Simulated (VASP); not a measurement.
## Cs under changes of volume

One of the cells (127.153 Å³/atom); the others are scaled copies at fixed shape and fractional positions:

```
Cs
1.0
     5.55581    0.00000    0.00000
     0.00000   10.11825    0.00000
     0.00000    0.00000    9.04760
Cs
4
Cartesian
  1.4484 9.0532 6.7857
  4.1074 1.0650 2.2619
  1.4484 6.1241 2.2619
  4.1074 3.9941 6.7857
```

This isn't the form of Cs at room conditions, which is bcc.

```yaml
Program: VASP 6.6.1
Functional: PBE
Potentials_or_basis: VASP PAW PBE potentials, release 64 (Cs_sv)
Cutoff: 520 eV
k_mesh: 5 × 3 × 3
Occupations: fermi-dirac, width 0.05 eV
Spin: no spin polarisation
```

```tsv
volume (Å³/atom)	energy over the lowest point (meV/atom)	pressure (GPa)	largest force (eV/Å)
117.180	0.00	0.0	0.023
119.673	0.26	0.0	0.023
122.166	1.11	-0.1	0.022
127.153	4.40	-0.1	0.021
129.646	6.73	-0.2	0.020
132.139	?	?	?
```

Task: What does the run at 132.139 Å³/atom give?

Result: Energy over the lowest point 9.47 meV/atom; pressure -0.2 GPa; largest force 0.019 eV/Å.

Worked out: A Birch-Murnaghan fit of order 3 (a polynomial in V^(-2/3)) to the other rows has its minimum at 117.42 Å³/atom with B0 = V·E''(V) = 2.0 GPa and B' = 3.7 at fixed shape and positions, which overstates the stiffness. It gives 9.46 meV/atom at 132.139 Å³/atom, against the run's 9.47, and -dE/dV = -0.2 GPa, against -0.2.

Energies are extrapolated to zero smearing.
